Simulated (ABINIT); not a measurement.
Crystal: Sb.

```
Sb
1.0
     2.15420    1.24373    3.75800
    -2.15420    1.24373    3.75800
     0.00000   -2.48746    3.75800
Sb
2
Direct
  0.76651 0.76651 0.76651
  0.23349 0.23349 0.23349
```

Program: ABINIT 10.8.3 (patched build). Alike in all runs: no spin polarisation; cell as given; smearing fermi-dirac 0.05 eV.

Order these runs on this cell by their band gap on the k mesh, lowest first.
A. level PBE; potentials or basis JTH PAW PBE v2.0; k mesh 5 × 5 × 5; cutoff (eV) 435; fine-grid cutoff 870.764 eV; mesh quality not flagged
B. level HSE03(Libxc); potentials or basis SPMS NC PBE v1.0; k mesh 3 × 3 × 3; cutoff (eV) 789; most SCF steps 60; mesh quality coarse
C. level LDA-PZ; potentials or basis JTH PAW LDA v2.0; k mesh 8 × 8 × 8; cutoff (eV) 408; fine-grid cutoff 816.342 eV; mesh quality not flagged
D. level PBE; potentials or basis JTH PAW PBE v2.0; k mesh 3 × 3 × 3; cutoff (eV) 435; fine-grid cutoff 870.764 eV; mesh quality coarse

C (metal), A (0.38 eV), D (1.29 eV), B (1.54 eV).

Caveats: some runs use coarse meshes; spin-orbit coupling is left out, which moves the levels of the heavy elements (some runs); an odd mesh through Γ misses points on the zone boundary, where band edges often lie (some runs); exact exchange is summed on a coarse mesh, which widens gaps by tenths of an eV (some runs); Libxc's HSE differs a little from that of other programs (some runs).

Not every run made on this cell is shown here.
